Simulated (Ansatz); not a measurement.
**Bond compression in Pt (hcp type)**

```xyz
2
Lattice="2.8158 0.0000 0.0000 -1.4079 2.4386 0.0000 0.0000 0.0000 4.5616" Properties=species:S:1:pos:R:3 pbc="T T T"
Pt    0.0000    1.6257    1.1404
Pt    1.4079    0.8129    3.4212
```

This is a prototype cell at a chosen volume, and whether it is the ground state is a separate question.

Its shortest bond, of 2.801 Å between atom 1 (Pt) and the nearest image of atom 2 (Pt), is scaled by moving both atoms along it, with the cell held. The force apart is half the difference of the two atoms' forces along the bond; it holds the pull and push of their other neighbours too.

Level of theory: DFT with PBE, scalar-relativistic, in Ansatz 0.2.0; a Γ-centred 12×12×7 k mesh, Fermi–Dirac smearing of 0.05 eV, no spin polarisation. LAPW: all electrons, basis error target 1 meV/atom; PAW: frozen-core files, cutoff 420 eV.

Energies are extrapolated to zero smearing and count from the unscaled cell; pressure is positive in compression; gaps take the mesh and a band path. No temperature or zero-point motion is included.

Spin–orbit coupling is left out, which matters for the heavy atoms.

```tsv
bond (Å)	force apart (eV/Å)	P LAPW (GPa)	ΔE LAPW (eV/atom)	P PAW − LAPW (GPa)	ΔE PAW − LAPW (meV/atom)	force PAW − LAPW (eV/Å)
2.801	0.00	1.25	0.000	0.04	0.0	0.000
2.633	?	4.32	0.063	0.04	-0.1	-0.001
2.297	6.83	31.9	0.690	-0.01	-0.6	-0.003
2.129	?	61.5	1.498	-0.06	-1.2	-0.013
```

(1) Give the missing entry: row "2.633", column "force apart (eV/Å)".

(2) What belongs in the row "2.129", column "force apart (eV/Å)"?

## Answers

(1) 1.52.

(2) 13.24.
